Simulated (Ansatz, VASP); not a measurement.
# One calculation of AlN, two programs

```
Al N
1.0
     3.08874    0.00000    0.00000
    -1.54437    2.67493    0.00000
     0.00000    0.00000    4.94377
Al N
2 2
Direct
  0.33333 0.66667 0.00152
  0.66667 0.33333 0.50152
  0.33333 0.66667 0.38348
  0.66667 0.33333 0.88348
```

Alike in both runs: task single point; functional LDA; k mesh 9 × 9 × 6; occupations gaussian, width 0.05 eV; no spin polarisation.

|  | VASP | Ansatz |
| --- | --- | --- |
| version | VASP 6.6.1 | Ansatz 0.2.0 |
| potentials or method | VASP PAW LDA potentials, release 64 (Al, N) | scalar-relativistic, plane waves, PAW |
| plane-wave cutoff (eV) | 520 | 520 |
| valence electrons in the cell | 16 | 16 |

|  | VASP | Ansatz | Ansatz less VASP |
| --- | --- | --- | --- |
| gap on the k mesh at the Fermi level (eV) | 4.42 | 4.42 | -0.005 |
| least direct gap on the mesh (eV) | 4.42 | 4.42 | -0.005 |
| pressure (GPa) | 0.6 | 0.0 | -0.62 |

Caveats: an odd mesh through Γ misses points on the zone boundary, where band edges often lie.
